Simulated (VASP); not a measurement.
# Shielding tensors and field gradients of SiC (Moissanite)

Aim: NMR shielding tensors and field gradients of SiC (Moissanite). The cell is of the wurtzite type, one of the forms listed for this formula, which need not be the common one. The start is a cell from a database of measured crystal structures.

Calculated with VASP 6.6.1; r2SCAN; plane waves and PAW (Si, C), in the first sound run; inputs show where later runs differ.

Report form: the programs' logs are mostly left out.

## (1) The starting structure

The structure is hexagonal, space group P6_3mc (No. 186). Conventional cell: a = 3.076 Å, b = 3.076 Å, c = 5.048 Å, α = 90.00°, β = 90.00°, γ = 120.00°. Si has 4 C at 1.87 to 1.94 Å nearest. Nearest to C lie 4 Si at 1.87 to 1.94 Å. Farther neighbours are not listed.

Coordinates:

```cif
data_structure
_symmetry_space_group_name_H-M 'P6_3mc'
_symmetry_Int_Tables_number 186
_cell_length_a 3.0760
_cell_length_b 3.0760
_cell_length_c 5.0480
_cell_angle_alpha 90.000
_cell_angle_beta 90.000
_cell_angle_gamma 120.000
_cell_volume 41.36
loop_
_atom_site_label
_atom_site_type_symbol
_atom_site_symmetry_multiplicity
_atom_site_Wyckoff_symbol
_atom_site_fract_x
_atom_site_fract_y
_atom_site_fract_z
_atom_site_occupancy
Si1 Si 2 b 0.66667 0.33333 0.50000 1
C1 C 2 b 0.66667 0.33333 0.88500 1
```

## (2) Relaxation

The atoms are relaxed first inside the given cell, which is kept (ISIF = 2), since values at the nuclei depend on the positions.

Input file INCAR:

```
SYSTEM = SiC
PREC = Accurate
ENCUT = 520
EDIFF = 1E-06
NELM = 100
ISMEAR = 0
SIGMA = 0.05
LREAL = .FALSE.
ALGO = Normal
METAGGA = R2SCAN
LASPH = .TRUE.
NBANDS = 14
LWAVE = .FALSE.
LCHARG = .FALSE.
KPAR = 2
IBRION = 2
NSW = 60
ISIF = 2
EDIFFG = -0.01
```

Input file POSCAR:

```
SiC
1.0
    3.0760000000      0.0000000000      0.0000000000
   -1.5380000000      2.6638941420      0.0000000000
    0.0000000000      0.0000000000      5.0480000000
Si C
2 2
Direct
    0.6666666667      0.3333333333      0.5000000000
    0.3333333333      0.6666666667      0.0000000000
    0.6666666667      0.3333333333      0.8850000000
    0.3333333333      0.6666666667      0.3850000000
```

Input file KPOINTS:

```
Automatic mesh
0
Gamma
8 8 4
0 0 0
```

The projector-augmented-wave data sets are Si and C (PBE family, release 64).

The run is started by

```bash
mpirun -np 2 vasp_std
```

The job ended after 93 s (2 MPI ranks of AMD EPYC 7R43, shared host; peak memory 0.25 GiB; 3.1 min of CPU time).

The PAW data sets were made with PBE, which is usual practice but a small mismatch for other functionals. The run keeps the 12 symmetry operations of its start, so it cannot find a distortion of lower symmetry.

Step by step:

```csv
step,energy less that of the first step (eV),largest force (eV/Å)
1,0.0000,0.7695
2,-0.0217,0.5492
3,-0.0368,0.0004
```

The atoms that moved most (Å):

```csv
atom,dx,dy,dz,length
Si1,0.000,0.000,0.023,0.023
C3,0.000,0.000,-0.023,0.023
C4,0.000,0.000,-0.023,0.023
Si2,0.000,0.000,0.023,0.023
```

Final coordinates:

```cif
data_structure
_symmetry_space_group_name_H-M 'P 1'
_symmetry_Int_Tables_number 1
_cell_length_a 3.0760
_cell_length_b 3.0760
_cell_length_c 5.0480
_cell_angle_alpha 90.000
_cell_angle_beta 90.000
_cell_angle_gamma 120.000
_cell_volume 41.36
loop_
_atom_site_label
_atom_site_type_symbol
_atom_site_fract_x
_atom_site_fract_y
_atom_site_fract_z
_atom_site_occupancy
Si1 Si 0.66667 0.33333 0.50457 1
Si2 Si 0.33333 0.66667 0.00457 1
C3 C 0.66667 0.33333 0.88043 1
C4 C 0.33333 0.66667 0.38043 1
```

Numbers from this step:

```
free energy (TOTEN) : -38.64 eV
Fermi energy        : 8.440 eV
pressure            : -0.2745 GPa
```

At r2SCAN, with these data sets, the largest force is down to 4.4e-4 eV/Å.

## (3) Ground state

This step: LDA; plane waves and PAW (Si, C) (VASP 6.6.1).

The next steps need an insulator, so the gap is checked first.

Input file INCAR:

```
SYSTEM = SiC
PREC = Accurate
ENCUT = 520
EDIFF = 1E-07
NELM = 100
ISMEAR = 0
SIGMA = 0.01
LREAL = .FALSE.
ALGO = Normal
GGA = CA
NBANDS = 14
LORBIT = 11
LWAVE = .FALSE.
LCHARG = .FALSE.
KPAR = 2
```

Input file POSCAR:

```
SiC
1.0
    3.0760000000      0.0000000000      0.0000000000
   -1.5380000000      2.6638941420      0.0000000000
    0.0000000000      0.0000000000      5.0480000000
Si C
2 2
Direct
    0.6666666667      0.3333333333      0.5045746483
    0.3333333333      0.6666666667      0.0045746483
    0.6666666667      0.3333333333      0.8804253517
    0.3333333333      0.6666666667      0.3804253517
```

Input file KPOINTS:

```
Automatic mesh
0
Gamma
8 8 5
0 0 0
```

The run is started by

```bash
mpirun -np 2 vasp_std
```

The job ended after 10 s (2 MPI ranks; peak memory 0.22 GiB; 19 s of CPU time).

The gap is read on the k-mesh alone, so it is an upper bound where the band edges lie off the mesh. The PAW data sets were made with PBE, though LDA sets exist; this is a small mismatch.

Numbers from this step:

| Property | Result |
| --- | --- |
| free energy (TOTEN) | -33.16 eV |
| Fermi energy | 8.181 eV |
| pressure | -2.597 GPa |
| gap on the k-mesh | 2.405 eV |
| least direct gap on the k-mesh | 3.886 eV |

The cell has a gap of 2.40 eV on this mesh and a pressure of -2.6 GPa, which holds the misfit of the given cell and coordinates with this functional, and any error of cutoff, mesh and data sets.

## (4) Shielding tensors

This step: chemical shifts by linear response (GIPAW), LDA; plane waves and PAW (Si, C) (VASP 6.6.1).

LCHIMAG computes the induced currents by linear response. It needs tightly converged orbitals and a cutoff well above the default; LEFG adds the field gradients at no cost.

Input file INCAR:

```
SYSTEM = SiC
PREC = Accurate
ENCUT = 560
EDIFF = 1E-09
NELM = 100
ISMEAR = 0
SIGMA = 0.01
LREAL = .FALSE.
ALGO = Normal
GGA = CA
NBANDS = 14
LWAVE = .FALSE.
LCHARG = .FALSE.
KPAR = 2
LCHIMAG = .TRUE.
LEFG = .TRUE.
DQ = 0.001
ICHIBARE = 1
LNMR_SYM_RED = .TRUE.
```

POSCAR is that of step 3.

Input file KPOINTS:

```
Automatic mesh
0
Gamma
7 7 4
0 0 0
```

PAW data sets: Si and C (LDA family, release 64).

The run is started by

```bash
mpirun -np 2 vasp_std
```

Elapsed: 8.1 min, on 2 MPI ranks; peak memory 0.49 GiB.

A gap read on the k-mesh alone can miss the band edges.

Numbers from this step:

```
free energy (TOTEN)            : -33.27 eV
Fermi energy                   : 8.258 eV
pressure                       : -3.934 GPa
gap on the k-mesh              : 2.462 eV
least direct gap on the k-mesh : 3.929 eV
```

Valence and core; the G = 0 term is that of a spherical sample. NMR shielding, by row:

```
atom  isotropic shielding (ppm)  span (ppm)    skew  isotropic shielding without the G = 0 term (ppm)
 Si1                      342.1        11.2  0.9986                                             326.9
 Si2                      342.1        11.2  0.9986                                             326.9
  C3                      155.4       25.76  0.9996                                             140.2
  C4                      155.4       25.76  0.9996                                             140.2
```

Ordered as |Vzz| ≥ |Vxx| ≥ |Vyy|, the program's way. Electric field gradients, by row:

| atom | Vxx (V/Å²) | Vyy (V/Å²) | Vzz (V/Å²) | asymmetry |
| --- | --- | --- | --- | --- |
| Si1 | -1.672 | -1.671 | 3.343 | 0 |
| Si2 | -1.672 | -1.671 | 3.343 | 0 |
| C3 | -1.09 | -1.089 | 2.179 | 0 |
| C4 | -1.09 | -1.089 | 2.179 | 0 |

## (5) Cell strained

A strained cell shows how shieldings follow the geometry.

INCAR is that of step 4.

Input file POSCAR:

```
SiC
1.0
    3.0932750000      0.0203170000     -0.0744900000
   -1.5290430000      2.5770810000      0.0915030000
   -0.1222450000      0.1028160000      5.1739000000
Si C
2 2
Direct
    0.6666666667      0.3333333333      0.5045746483
    0.3333333333      0.6666666667      0.0045746483
    0.6666666667      0.3333333333      0.8804253517
    0.3333333333      0.6666666667      0.3804253517
```

KPOINTS is that of step 4.

The run is started by

```bash
mpirun -np 2 vasp_std
```

The job ended after 16 min (2 MPI ranks; peak memory 0.77 GiB).

The atoms bear forces, and field gradients depend strongly on their positions.

Numbers from this step:

```
free energy (TOTEN)            : -33.08 eV
Fermi energy                   : 8.470 eV
pressure                       : -3.115 GPa
gap on the k-mesh              : 2.198 eV
least direct gap on the k-mesh : 4.087 eV
```

Valence and core; the G = 0 term is that of a spherical sample. NMR shielding, by row:

```
atom  isotropic shielding (ppm)  span (ppm)    skew  isotropic shielding without the G = 0 term (ppm)
 Si1                      339.9       55.08  0.1741                                             324.8
 Si2                      339.9       42.63  0.1881                                             324.8
  C3                      150.3       49.37  0.2883                                             135.3
  C4                      150.6       48.89  0.4238                                             135.5
```

Ordered as |Vzz| ≥ |Vxx| ≥ |Vyy|, the program's way. Electric field gradients, by row:

```
atom  Vxx (V/Å²)  Vyy (V/Å²)  Vzz (V/Å²)  asymmetry
 Si1      -17.23      -0.321       17.55      0.963
 Si2       16.86       5.353      -22.21      0.518
  C3      -9.065      -0.164       9.228      0.965
  C4      -8.135      -0.882       9.017      0.804
```

Against the first shielding run the largest change is -5.1 ppm, on C3.

## (6) One more run

This run repeats the step with a slip in the input.

INCAR, as its differences from that of step 5:

```diff
@@ -16,3 +16,3 @@
 LEFG = .TRUE.
-DQ = 0.001
+DQ = 0.1
 ICHIBARE = 1
```

Input file POSCAR:

```
SiC
1.0
    3.0760000000      0.0000000000      0.0000000000
   -1.5380000000      2.6638941420      0.0000000000
    0.0000000000      0.0000000000      5.0480000000
Si C
2 2
Direct
    0.6666666667      0.3333333333      0.5045746483
    0.3333333333      0.6666666667      0.0045746483
    0.6666666667      0.3333333333      0.8804253517
    0.3333333333      0.6666666667      0.3804253517
```

KPOINTS is that of step 5.

The run is started by

```bash
mpirun -np 2 vasp_std
```

Wall time 7.3 min (2 MPI ranks); peak memory 0.49 GiB; 15 min of CPU time.

The run converged, but on settings that are not sound, so its numbers are not to be trusted.

Energy and pressure equal those of the sound run on this cell, within 0.05 meV an atom and 0.01 GPa.

The fault in the input: step in k far too long (DQ = 0.1). 

## (7) Summary of results

```
Si, isotropic shielding : 342.1 ppm
C, isotropic shielding  : 155.4 ppm
```

**Reading.** At LDA, in the first shielding run, the isotropic shieldings are Si 342.1 ppm; C 155.4 ppm. In the first shielding run the widest tensor is that of C3, with a span (largest less smallest principal value) of 25.8 ppm. The largest field gradient of that run is Vzz = 3.34 V/Å² at Si1. Shifts were not obtained, since a shift is the shielding of a reference compound, computed alike, less these values. The G = 0 term is the part set by the sample's shape, taken here for a sphere. No finer mesh was run, so convergence in it isn't shown. VASP's guide advises NLSPLINE for shieldings, which this input doesn't set; the effect wasn't tested. The cell is of the wurtzite type, one of the forms listed for this formula, which need not be the common one. The given cell is kept, although it stands at -3.9 GPa at LDA and ENCUT = 560 eV, which holds the mismatch of the given cell with this functional, any error of the entry itself and any basis-set error; the relaxation of the atoms, at r2SCAN and ENCUT = 520 eV, gave -0.3 GPa. Not tabulated here, as repeats of values shown or as unfit to read for their mesh, reference level or band range: gaps (relaxation). The run with step in k far too long isn't used: the finite step in k is no longer a derivative.

[Lines on the potential files, build, host, timing and source positions are cut from VASP's logs without a mark.]

[Logs are printed without paths, hosts, clocks, repeated set-up lines and the standing remarks that a program may print on its own settings, such as how far it seeks lower states.]

[Hosts, paths, dates, database ids (printed as entryN), source tags and the programs' standing remarks are cut or masked in the printed files.]
